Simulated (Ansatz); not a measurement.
# CdSe: how the settings move a single-point run

Question: which choices in the input matter for CdSe? The cell is built on a prototype (NiAs type) and needn't be the phase found in nature.

Program: Ansatz 0.2.0. Level of theory: reference: DFT, PBE, plane waves, PAW. These are calculated values, not measurements.

2 further runs of the same task are left out: 2 that didn't finish.

### 1 The structure to begin with

It takes space group P6_3/mmc (No. 194, hexagonal). Conventional cell: a = 4.019 Å, b = 4.019 Å, c = 6.659 Å, α = 90.00°, β = 90.00°, γ = 120.00°. Cd (site symmetry -3m) is surrounded by 6 Se at 2.86 Å. Se (site symmetry -6m2) is surrounded by 6 Cd at 2.86 Å.

As a file:

```
Cd Se
1.0
     4.01935    0.00000    0.00000
    -2.00968    3.48086    0.00000
     0.00000    0.00000    6.65873
Cd Se
2 2
Direct
  0.00000 0.00000 0.00000
  0.00000 0.00000 0.50000
  0.33333 0.66667 0.25000
  0.66667 0.33333 0.75000
```

### 2 The reference run

input.yaml

```yaml
crystal:
  lattice:
    - [4.0193504367, 0.0, 0.0]
    - [-2.0096752184, 3.4808595849, 0.0]
    - [0.0, 0.0, 6.6587297966]
  atoms:
    - { symbol: Cd, position: [0.0, 0.0, 0.0] }
    - { symbol: Cd, position: [0.0, 0.0, 0.5] }
    - { symbol: Se, position: [0.3333333333, 0.6666666667, 0.25] }
    - { symbol: Se, position: [0.6666666667, 0.3333333333, 0.75] }
kpoints:
  mp_grid: { grid: [6, 6, 4] }
hamiltonian:
  xc: pbe
scf:
  occupations: { method: fermi_dirac, width: 0.02 }
  n_extra_bands: 5
output:
  forces: true
  stress: true
  eigenvalues: true
```

The run is started by

```bash
$ ansatz run input.yaml --threads 4 --pin off --max-ram 3686MiB --backend cpu --events-out ev --progress --plain --runs-dir out
```

### 3 Changing settings: mixing.ndim 1

input.yaml: that of step 2 with these lines changed.

```diff
@@ -17,2 +17,4 @@
   n_extra_bands: 5
+  mixing: { ndim: 1 }
+  max_iter: 50
 output:
```

### 4 Changing settings: mp_grid.shift [0, 0, 0.5]

input.yaml: that of step 2 with these lines changed.

```diff
@@ -11,3 +11,3 @@
 kpoints:
-  mp_grid: { grid: [6, 6, 4] }
+  mp_grid: { grid: [6, 6, 4], shift: [0, 0, 0.5] }
 hamiltonian:
```

### 5 Variant: occupations.method tetrahedron, width left out

input.yaml: that of step 2 with these lines changed.

```diff
@@ -15,3 +15,3 @@
 scf:
-  occupations: { method: fermi_dirac, width: 0.02 }
+  occupations: { method: tetrahedron }
   n_extra_bands: 5
```

### 6 Variant: xc r2scan

input.yaml: that of step 2 with these lines changed.

```diff
@@ -13,3 +13,3 @@
 hamiltonian:
-  xc: pbe
+  xc: r2scan
 scf:
```

Before running it: what results should come out? Wanted: for each run, ending; energy change; pressure; gap; force.

As calculated:

```
                                              run     ending        energy change  pressure (GPa)  gap (eV)  force (eV/Å)  cycles   time
                                        reference  converged                    0             1.8      0.00          0.00       6  2.1 s
                                 1: mixing.ndim 1  converged         0.0 meV/atom             1.8      0.00          0.00      36   17 s
                     2: mp_grid.shift [0, 0, 0.5]  converged         0.0 meV/atom             1.8      0.55          0.00       7  1.7 s
3: occupations.method tetrahedron, width left out  converged  +0.2 meV/atom (σ→0)             1.8      0.00          0.00       7  2.3 s
                                     4: xc r2scan  converged       not comparable             0.0      0.55          0.00       7  6.1 s
```

Residual by cycle in the longest SCF loop of each run; runs are numbered as in the table. The quantity is the density residual dr2, in eV.

```
cycle  reference    run 1    run 2    run 3   run 4
    1    0.00193  0.00193  0.00253  0.00196  0.0591
    4     3.5e-7   1.6e-4   1.0e-5   2.4e-5  8.2e-5
    7          -   1.9e-4   1.4e-8   4.9e-8  4.5e-8
   11          -   2.9e-4        -        -       -
   14          -   4.1e-4        -        -       -
   17          -   5.7e-4        -        -       -
   20          -   7.9e-4        -        -       -
   23          -   0.0011        -        -       -
   26          -  0.00153        -        -       -
   30          -  0.00237        -        -       -
   33          -   2.2e-4        -        -       -
   36          -   1.2e-8        -        -       -
```

**Reading.** The pressure spans 0.0 to 1.8 GPa over the reference and the converged variants. The gap spans 0.00 to 0.55 eV over the reference and the converged variants (gaps read on unlike meshes, which can miss the band edges). Semilocal functionals close small gaps, so the missing gap need not be the real solid's. Of the variants the dearest is «mixing.ndim 1» (17 s), the cheapest «mp_grid.shift [0, 0, 0.5]» (1.7 s), on a shared host.
